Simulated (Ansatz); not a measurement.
MnO2:

```
Mn O
1.0
     1.42843    0.82471    4.58393
    -1.42843    0.82471    4.58393
     0.00000   -1.64941    4.58393
Mn O
1 2
Direct
  0.00000 0.00000 0.00000
  0.73564 0.73564 0.73564
  0.26436 0.26436 0.26436
```

Measurements of this composition are mostly on another form, of space group No. 136.

```yaml
Program: Ansatz 0.2.0
Task: relaxation of cell and atoms
Functional: PBEsol
Potentials_or_basis: Ansatz PAW
Cutoff: "420 eV (not typed: the program's choice for these potentials)"
k_mesh: 11 × 11 × 11
Occupations: fermi-dirac, width 0.05 eV
Spin: collinear spin, ferromagnetic start
Starting_moments: "[4.0, 0.0, 0.0] μB"
```

At the start: volume 10.80 Å³/atom.

**Question.** Where does the relaxation end?

**Answer.** It ends after 19 steps and the volume is 11.51 Å³/atom (+6.6 %); space group R-3m (No. 166, to 0.05 Å); moment 3.00 μB per cell.

Step by step:
| step | energy change (eV) | largest force (eV/Å) | volume (Å³) |
| --- | --- | --- | --- |
| 1 | 0.0000 | 0.1635 | 32.40 |
| 2 | -0.0023 | 0.0709 | 32.80 |
| 3 | -0.0026 | 0.0079 | 32.94 |
| 4 | -0.0027 | 0.0004 | 32.91 |
| 5 | -0.0066 | 0.0008 | 32.91 |
| 6 | -0.0053 | 0.0043 | 33.32 |
| 7 | -0.0041 | 0.0018 | 33.56 |
| 8 | -0.0081 | 0.0021 | 33.56 |
| 9 | -0.0068 | 0.0028 | 33.87 |
| 10 | -0.0062 | 0.0169 | 33.98 |
| 11 | -0.0061 | 0.0004 | 33.99 |
| 12 | -0.0087 | 0.0008 | 33.99 |
| 13 | -0.0075 | 0.0009 | 34.25 |
| 14 | -0.0089 | 0.0008 | 34.25 |
| 15 | -0.0083 | 0.0001 | 34.38 |
| 16 | -0.0080 | 0.0001 | 34.43 |
| 17 | -0.0090 | 0.0001 | 34.43 |
| 18 | -0.0084 | 0.0004 | 34.54 |
| 19 | -0.0090 | 0.0004 | 34.54 |

Final structure:
```xyz
3
Lattice="1.4207 0.8202 4.9409 -1.4207 0.8202 4.9409 0.0000 -1.6404 4.9409" Properties=species:S:1:pos:R:3 pbc="T T T"
Mn    0.0000    0.0000    0.0000
O     0.0000    0.0000   10.8308
O     0.0000    0.0000    3.9918
```

Caveat: the plane-wave basis is chosen anew once the cell has moved, so the energies of steps on either side of that aren't comparable; the pressure holds a Pulay correction of +0.8 GPa for the finite cutoff; a cell with one magnetic atom can't hold antiferromagnetic order, which such compounds often take; the PAW data sets come from PBE, with cores solved anew for the run's functional, which leaves a small shift of forces and pressure.
